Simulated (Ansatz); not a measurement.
## BAs: the change of pressure and energy over elements with volume per atom

Density functional energy, stress (positive in compression), forces and moments (in spheres) of a cell at fixed atoms, energy at zero smearing over the elements' standard states in the same functional; plane waves with PAW datasets, Gamma-centred k mesh. The results are calculated, by Ansatz 0.2.0.

Cell of the first row (space group F-43m, No. 216):
```
cell vectors (Å)
   0.0000     2.3041     2.3041
   2.3041     0.0000     2.3041
   2.3041     2.3041     0.0000
atoms (fractions of the cell vectors)
B   0.25000  0.25000  0.25000
As  0.50000  0.50000  0.50000
```

Settings of every row: functional PBE; dispersion none; spin none; wave cutoff 420 eV; k mesh 10x10x10; occupations gaussian; smearing width 0.02 eV.

Limits of some rows: a crossing between the sampled k points may be missed (row 1, 2, 3, 4).

```
row  volume per atom (Å³)  pressure (GPa)  energy over elements (eV/atom)
  1                12.233           21.86                           0.075
  2                 12.65           15.08                          0.0272
  3                13.067            9.28                         -0.0044
  4                13.484             4.3                         -0.0219
  5                14.318               ?                               ?
  6                14.735           -6.76                         -0.0089
  7                15.291          -10.24                          0.0208
```

Question: what pressure and energy over elements should row 5 give?

Worked fit of pressure. Take u = (V_r/V)^(2/3) − 1 with V_r = 13.276 Å³ an atom, which is twice the finite (Eulerian) strain; such expansions in the strain, on which the Birch-Murnaghan equation of state is built, carry the rest volume and the bulk modulus. The shown rows have u = 0.05606, 0.03272, 0.01063, -0.01031, -0.06715, -0.0899. Least squares give pressure = 6.688 + 237.44 × u + 574.6 × u² + 311 × u³ GPa; a parabola predicts inner rows, each left out in turn, worse (root mean square 0.035 against 0.0038 GPa). All shown rows lie on it to the printed digit. The pressure vanishes at u = -0.0304, or V = 13.9 Å³ an atom, and there the bulk modulus at fixed shape and fractions is B = −V dP/dV = (2/3)(1 + u) dP/du = 131 GPa. The withheld row has u = -0.04913, so the fit gives 6.688 + 237.44 × (-0.04913) + 574.6 × (-0.04913)² + 311 × (-0.04913)³ = -3.63 GPa.

The calculation gave -3.63 GPa. The fit meets it to the printed digit.

Worked fit of energy over elements. Take u = (V_r/V)^(2/3) − 1 with V_r = 13.276 Å³ an atom, which is twice the finite (Eulerian) strain; such expansions in the strain, on which the Birch-Murnaghan equation of state is built, carry the rest volume and the bulk modulus. The shown rows have u = 0.05606, 0.03272, 0.01063, -0.01031, -0.06715, -0.0899. Least squares give energy over elements = −0.01474 + 0.8335 × u + 13.679 × u² eV/atom; a straight line predicts inner rows, each left out in turn, worse (root mean square 0.028 against 0.00012 eV/atom). The rows lie off it by 0.0000, 0.0000, -0.0001, 0.0000, 0.0001, -0.0001. Its lowest point lies at u = -0.0305, or V = 13.91 Å³ an atom, and the curvature there gives the bulk modulus at fixed shape and fractions, B = (4/9)(1 + u)² E″(u)/V = 132 GPa. The withheld row has u = -0.04913, so the fit gives −0.01474 + 0.8335 × (-0.04913) + 13.679 × (-0.04913)² = -0.0227 eV/atom.

The calculation gave -0.0225 eV/atom. The fit lies 0.0002 eV/atom (0.21 % of the column's range) below it; its largest miss of a shown row is 0.0001 eV/atom.
